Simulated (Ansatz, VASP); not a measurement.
# MoS2 in VASP and in Ansatz

```
CELL_PARAMETERS angstrom
3.16000 0.00000 0.00000
-1.58000 2.73664 0.00000
0.00000 0.00000 19.13000
ATOMIC_POSITIONS crystal
S 0.66667 0.33333 0.41788
S 0.66667 0.33333 0.58212
Mo 0.00000 0.00000 0.50000
```

Alike in both runs: functional PBE; k mesh 12 × 12 × 1; no spin polarisation.

Ansatz relaxed the structure, and its values are those at the end. VASP's run is a single point on that final structure, the one shown.

```csv
,VASP,Ansatz
version,VASP 6.6.1,Ansatz 0.2.0
potentials or method,"VASP PAW PBE potentials, release 64 (S, Mo_sv)","scalar-relativistic, plane waves, PAW"
plane-wave cutoff (eV),520,420
occupations,"gaussian, width 0.01 eV",fixed
valence electrons in the cell,26,26
```

VASP gave:

| Property | Result |
| --- | --- |
| gap on the k mesh at the Fermi level (eV) | 1.77 |
| least direct gap on the mesh (eV) | 1.77 |
| rms of the force components (eV/Å) | 0.006 |

Q: Estimate Ansatz's values.

A: gap on the k mesh at the Fermi level (eV): 1.76; least direct gap on the mesh (eV): 1.76; rms of the force components (eV/Å): 0.000.

A hybrid or GW would open this gap; PBE tends to underestimate it.
